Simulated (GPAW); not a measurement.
GaAs:

```
CELL_PARAMETERS angstrom
0.00000 2.82685 2.82685
2.82685 0.00000 2.82685
2.82685 2.82685 0.00000
ATOMIC_POSITIONS crystal
As 0.25000 0.25000 0.25000
Ga 0.00000 0.00000 0.00000
```

Program: GPAW 26.7.0. Alike in all runs: cell as given.

Q: Order these runs on this cell by their band gap on the k mesh, lowest first.
A. level BLYP; potentials or basis PAW data sets generated in the run's folder for this functional, pw; spin SOC, no magnetisation; k mesh 8 × 8 × 8; cutoff (eV) 600; smearing fermi-dirac 0.05 eV; band path GXWKGLUWLK,UX; band points 80; spin axis theta (degrees) 90; spin axis phi (degrees) 45; eigensolver davidson
B. level revTPSS; potentials or basis GPAW PAW data sets (gpaw-data 1.2.1), pw; spin SOC, no magnetisation; k mesh 8 × 8 × 8; cutoff (eV) 600; smearing fermi-dirac 0.05 eV; band path GXWKGLUWLK,UX; band points 80; spin axis theta (degrees) 90; spin axis phi (degrees) 0; eigensolver davidson
C. level r2SCAN; potentials or basis GPAW PAW data sets (gpaw-data 1.2.1), pw; spin SOC, no magnetisation; k mesh 8 × 8 × 8; cutoff (eV) 600; smearing fermi-dirac 0.05 eV; band path GXWKGLUWLK,UX; band points 80; spin axis theta (degrees) 0; spin axis phi (degrees) 0
D. level GLLB-SC; potentials or basis the program's PAW data sets (release 1.2.1) made for this functional, pw; spin off; k mesh 7 × 7 × 7; cutoff (eV) 500; smearing fermi-dirac 0.01 eV

A: A (0.31 eV), B (0.64 eV), D (0.80 eV), C (0.96 eV).

Caveats: spin-orbit coupling was added after a scalar SCF, so levels and gaps hold it while energy, forces, pressure and moments don't (some runs); this program's spin-orbit splittings come out too wide for heavy elements (some runs); a model potential gives levels but no total energy (some runs); an odd mesh through Γ misses points on the zone boundary, where band edges often lie (some runs).

Not every run made on this cell is shown here.
